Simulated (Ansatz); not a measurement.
## TiAl: band structure with PBE

Crystal: TiAl.

```xyz
2
Lattice="3.1791 0.0000 0.0000 0.0000 3.1791 0.0000 0.0000 0.0000 3.1791" Properties=species:S:1:pos:R:3 pbc="T T T"
Ti    0.0000    0.0000    0.0000
Al    1.5895    1.5895    1.5895
```

The cell comes from a database or a generator and needn't be the stable form of this composition.

- Program: Ansatz 0.2.0
- Task: band structure
- Functional: PBE
- Potentials or basis: Ansatz PAW
- Cutoff: 420 eV (not typed: the program's choice for these potentials)
- k mesh: 8 × 8 × 8
- Occupations: fermi-dirac, width 0.05 eV
- Spin: no spin polarisation
- Path: [["G", "X", "M", "G", "R", "X"], ["M", "R"]]
- Points for each segment of the path: 14

```json
{"Pressure": "0.9 GPa", "Band gap on the k mesh": "none (metal or under the smearing width)"}
```

Levels at the corners of the path, in eV from the Fermi level:
```tsv
point	band 5	band 6	band 7	band 8	band 9	band 10
Γ	-9.27	-1.44	-1.44	1.81	1.81	1.81
X	-6.04	-5.19	-0.55	0.15	0.15	2.01
M	-5.02	-2.11	-2.11	-1.47	0.71	0.71
Γ	-9.27	-1.44	-1.44	1.81	1.81	1.81
R	-3.09	-3.09	-3.09	0.63	2.80	2.80
X	-6.04	-5.19	-0.55	0.15	0.15	2.01
M	-5.02	-2.11	-2.11	-1.47	0.71	0.71
R	-3.09	-3.09	-3.09	0.63	2.80	2.80
```

Run time: 1.1 s on 2 threads of Arm Neoverse V1 (shared host), peak memory 0.28 GiB.
